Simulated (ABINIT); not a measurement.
GaP:

```
Ga P
1.0
     0.00000    2.72525    2.72525
     2.72525    0.00000    2.72525
     2.72525    2.72525    0.00000
Ga P
1 1
Direct
  0.00000 0.00000 0.00000
  0.75000 0.75000 0.75000
```

Base run:

| Item | Value |
| --- | --- |
| Program | ABINIT 10.8.3 (patched build) |
| Functional | PBE0 |
| Potentials or basis | SPMS NC PBE v1.0 |
| Cutoff | 816 eV |
| k mesh | 6 × 6 × 6 |
| Occupations | fermi-dirac, width 0.05 eV |
| Spin | no spin polarisation |

Its results: band gap on the k mesh 2.56 eV, indirect (least direct gap 2.85 eV).

**Question.** After a change of settings the same cell gave: band gap on the k mesh 4.73 eV, indirect (least direct gap 5.36 eV). Which change was it?
A. share of exact exchange from 0.15 to 0.25
B. share of exact exchange from 0.15 to 0.5
C. functional from PBE0 to HSE06; occupations from fermi-dirac, width 0.05 eV to fixed
D. share of exact exchange from 0.15 to 0.05

**Answer.** B.

Caveats: exact exchange is summed on a coarse mesh, which widens gaps by tenths of an eV.
